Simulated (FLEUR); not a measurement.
NaCl under changes of volume

One of the cells (21.813 Å³/atom); the others are scaled copies at fixed shape and fractional positions:

```
Cl Na
1.0
     0.00000    2.79406    2.79406
     2.79406    0.00000    2.79406
     2.79406    2.79406    0.00000
Cl Na
1 1
Direct
  0.50000 0.50000 0.50000
  0.00000 0.00000 0.00000
```

The cell is a database's computed one.

- Program: FLEUR MaX-R8.1 (later development tree)
- Functional: PBEsol
- Potentials or basis: all-electron
- Basis: FLAPW
- Kmax: 4.14 1/bohr
- k mesh: 8 × 8 × 8
- Occupations: fermi-dirac, width 0.05 eV
- Spin: no spin polarisation

```tsv
volume (Å³/atom)	energy over the lowest point (meV/atom)	gap on the mesh (eV)
20.504	?	?
20.940	4.25	5.20
21.813	0.00	5.04
22.685	1.60	4.90
23.121	4.22	4.83
```

What does the run at 20.504 Å³/atom give?

Energy over the lowest point 9.02 meV/atom; gap on the mesh 5.29 eV.

Worked out: A Birch-Murnaghan fit of order 2 (a polynomial in V^(-2/3)) to the other rows has its minimum at 21.99 Å³/atom with B0 = V·E''(V) = 26 GPa. It gives 8.94 meV/atom at 20.504 Å³/atom, against the run's 9.02. A straight line through the other rows of the gap, of slope -3.72 eV per unit of ln V (its deformation potential), extrapolates to 5.28 eV, against the run's 5.29.

Energies are extrapolated to zero smearing.
